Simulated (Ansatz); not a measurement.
How close does DFT come to the measured hyperfine parameters of Cu₂O?

**The experiment to reproduce.**

“Density functional theory-based electric field gradient database”, 2020, arXiv:2005.09255 quotes: |V_zz| at Cu 9.8 × 10²¹ V/m².

Cell of run 1: an entry of the Crystallography Open Database (COD), whose atoms a relaxation with PBE at fixed cell left in place.

```cif
data_Cu2O
_symmetry_space_group_name_H-M 'Pn-3m:1'
_symmetry_Int_Tables_number 224
_cell_length_a 4.2600
_cell_length_b 4.2600
_cell_length_c 4.2600
_cell_angle_alpha 90.000
_cell_angle_beta 90.000
_cell_angle_gamma 90.000
loop_
_atom_site_label
_atom_site_type_symbol
_atom_site_symmetry_multiplicity
_atom_site_Wyckoff_symbol
_atom_site_fract_x
_atom_site_fract_y
_atom_site_fract_z
Cu Cu 4 b 0.2500 0.2500 0.2500
O O 2 a 0.0000 0.0000 0.0000
```

One atom of each set is listed.

All runs are DFT with Ansatz 0.2.0 (plane waves and PAW, scalar-relativistic unless spin–orbit coupling is named, Γ-centred meshes, Fermi–Dirac smearing) in this cell.

Run 1: PBE, gradients read without the response of the cores, atoms relaxed; 420 eV, 5×5×5 k-points, smearing 0.02 eV.

The measured V_zz are derived from measured couplings with the nuclear moments that the source uses.

Q: How well do the runs reproduce the measured values?

A: 

```
    quantity       unit  measured  run 1
|V_zz| at Cu  10²¹ V/m²       9.8   5.34
```

For the |V_zz| at Cu, the calculation misses by -45 %.

The runs hold the atoms at rest, while the measurements include thermal motion.

Semilocal functionals underestimate gradients at Cu(I) with two or three neighbours, in Cu₂O by a fifth to nearly a half.
